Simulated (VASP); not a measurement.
Runs of VASP 6.6.1 on InP. It takes space group Fm-3m (No. 225, cubic). Conventional cell: a = 5.538 Å, b = 5.538 Å, c = 5.538 Å, α = 90.00°, β = 90.00°, γ = 90.00°. In (site symmetry m-3m) is surrounded by 6 P at 2.77 Å. Around P (site symmetry m-3m) lie 6 In at 2.77 Å. Measurements of this composition are mostly on another form, of space group No. 216.

```csv
task,level,potentials or basis,cell,k mesh,cutoff (eV),smearing,k mesh for the DOS,occupations for the DOS,cutoff of the response function,frequency points,mesh quality,gap on the mesh (eV),pressure (GPa)
single point,r2SCAN,"VASP PAW PBE potentials, release 64 (In_d, P)",as given,8 × 8 × 8,520,fermi-dirac 0.05 eV,-,-,-,-,not flagged,none,-2.0
single point,PBEsol,"VASP PAW PBE potentials, release 64 (In_d, P)",as given,12 × 12 × 12,900,gaussian 0.05 eV,-,-,-,-,not flagged,none,(a)
core levels,PBEsol,"VASP PAW PBE potentials, release 64 (In_d, P)",as given,8 × 8 × 8,520,gaussian 0.02 eV,-,-,-,-,not flagged,none,-3.4
electric field gradients,PBEsol,"VASP PAW PBE potentials, release 64 (In_d, P)",as given,8 × 8 × 8,520,gaussian 0.02 eV,-,-,-,-,not flagged,none,-3.4
single point,PBEsol,"VASP PAW PBE potentials, release 64 (In_d, P)",as given,9 × 9 × 9,900,gaussian 0.02 eV,-,-,-,-,not flagged,none,-3.2
```

Alike in all rows: no spin polarisation.

**Question.** Estimate the missing entries.

**Answer.** (a) -3.3.

Caveats: the PAW data sets were made with another functional, which shifts forces and pressure a little.

A k mesh can miss the band edges, and the runs leave out spin-orbit coupling on In.

A gap of «none» marks a metal or a gap under the smearing width.
